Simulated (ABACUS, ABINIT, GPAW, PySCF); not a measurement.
Si: band gap by level of theory

```yaml
crystal:
  lattice:
    - [0.00000, 2.72185, 2.72185]
    - [2.72185, 0.00000, 2.72185]
    - [2.72185, 2.72185, 0.00000]
  atoms:
    - { symbol: Si, position: [0.50000, 0.50000, 0.50000] }
    - { symbol: Si, position: [0.75000, 0.75000, 0.75000] }
```

```csv
rung,level,program and potentials,cutoff (eV),k mesh,task,core time,chip,band gap (eV),miss (eV),notes
GGA,PBE,"ABACUS, PseudoDojo NC SR 0.4.1 PBE standard, plane waves",490,8 × 8 × 8,single point,3.8 s,Intel Xeon Platinum 8559C Emerald Rapids,(a),?,mesh may miss the edge
GGA,BP86,"ABINIT, JTH PAW PBE v2.0",408,8 × 8 × 8,band structure,28 s,Arm Neoverse V2,0.65,-0.45,potentials made for PBE; from the band path
GGA,BLYP,"ABINIT, JTH PAW PBE v2.0",408,8 × 8 × 8,band structure,30 s,Arm Neoverse V2,0.81,-0.29,potentials made for PBE; from the band path
GGA,OLYP,"GPAW, PAW data sets generated for this functional",600,8 × 8 × 8,band structure,36 s,Arm Neoverse V1,0.79,-0.31,from the band path
meta-GGA,SCAN,"GPAW, GPAW PAW data sets (gpaw-data 1.2.1)",600,8 × 8 × 8,band structure,88 s,Arm Neoverse V1,0.84,-0.26,potentials made for PBE; from the band path
GGA,PBE,"PySCF, DZVP-MOLOPT-SR/GTH-PBE (potentials made for PBE)",-,8 × 8 × 8,density of states,5.3 min,Intel Xeon Skylake/Cascade Lake,0.69,-0.41,atomic basis; mesh may miss the edge
```

Times are single runs on shared hosts and different chips, so they are rough; meshes, cutoffs and the tasks' sizes weigh on the time. All rows: no spin polarisation. Gaps are the least found on the k mesh or the band path, and a mesh can miss the band edges. The cell comes from a database and isn't always the measured one. All levels ran on this one cell, unrelaxed unless noted. Meshes are those of the run's cell of 2 atoms unless a note names another. Misses use the values as printed. Runs on faulty files, with rough fits or with known faults for this quantity aren't shown. No row holds spin-orbit coupling.

Measured: 1.1 eV (arxiv:1111.5263). The runs are for a static lattice.

**Question.** Estimate the value left out from the other rows.

**Answer.** (a) 0.62 eV, miss -0.48.
